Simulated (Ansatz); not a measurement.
Method: DFT PBE, scalar-relativistic, plane waves, PAW in Ansatz.

Settings: cutoff 420 eV, Γ-centred mesh 14×14×14 on the computed 2-atom cell, Gaussian smearing of 0.02 eV; no spin polarisation.

Structure with the computed forces (eV/Å) in the last three columns:

```xyz
2
Lattice="0.0000 2.1270 3.3480 1.2280 0.0000 3.3480 1.2280 2.1270 0.0000" Properties=species:S:1:pos:R:3:forces:R:3 pbc="T T T" pressure_GPa=1.54
C     1.2280    0.7090    3.3480    0.0000    0.0370    3.7560
C     1.2280    3.5450    3.5730    0.0000   -0.0370   -3.7560
```

Stress tensor (GPa, compression positive):

```
 4.56  0.00  0.00
 0.00  4.34  0.32
 0.00  0.32 -4.27
```

The cell holds layers, and where no dispersion correction was added their binding is poorly described. The smearing is narrow for a metal on this mesh.

This form isn't the element's structure at ambient conditions. The bands only touch here, so at this level the crystal is a zero-gap semiconductor or semimetal, not an ordinary metal.